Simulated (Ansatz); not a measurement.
AlN (rocksalt) (r2SCAN geometry), in Ansatz:

```cif
data_structure
_symmetry_space_group_name_H-M 'Fm-3m'
_symmetry_Int_Tables_number 225
_cell_length_a 4.0377
_cell_length_b 4.0377
_cell_length_c 4.0377
_cell_angle_alpha 90.000
_cell_angle_beta 90.000
_cell_angle_gamma 90.000
_cell_volume 65.83
loop_
_atom_site_label
_atom_site_type_symbol
_atom_site_symmetry_multiplicity
_atom_site_Wyckoff_symbol
_atom_site_fract_x
_atom_site_fract_y
_atom_site_fract_z
_atom_site_occupancy
Al1 Al 4 a 0.00000 0.00000 0.00000 1
N1 N 4 b 0.50000 0.00000 0.00000 1
```

G0W0@PBE with 90 empty bands, a screening cutoff of 180 eV and an 8×8×8 mesh (PAW, contour deformation) gives 6.387 eV over the mesh points, from a PBE gap of 4.669 eV; it sums over 94 bands with 89 plane waves in the screening and a wave cutoff of 420 eV. No extrapolation in bands, cutoff or mesh was made for G0W0. (Calculated; spin-unpolarised; the phase may be known or hypothetical.)

Problem. Estimate the gap with starting point r2SCAN, with them a wave cutoff of 500 eV.

Solution. 6.711 eV (+0.324 eV), from a Kohn-Sham gap of 5.522 eV.

Problem. Estimate the gap with empty bands 175, screening cutoff 260 eV.

Solution. 6.490 eV (+0.103 eV), from a Kohn-Sham gap of 4.669 eV.

Problem. Estimate the gap with starting point PBE0.

Solution. 7.159 eV (+0.772 eV), from a Kohn-Sham gap of 6.833 eV.

Problem. Estimate the gap with potentials of the kind norm-conserving, with them a wave cutoff of 1240 eV.

Solution. 6.389 eV (+0.002 eV), from a Kohn-Sham gap of 4.646 eV.
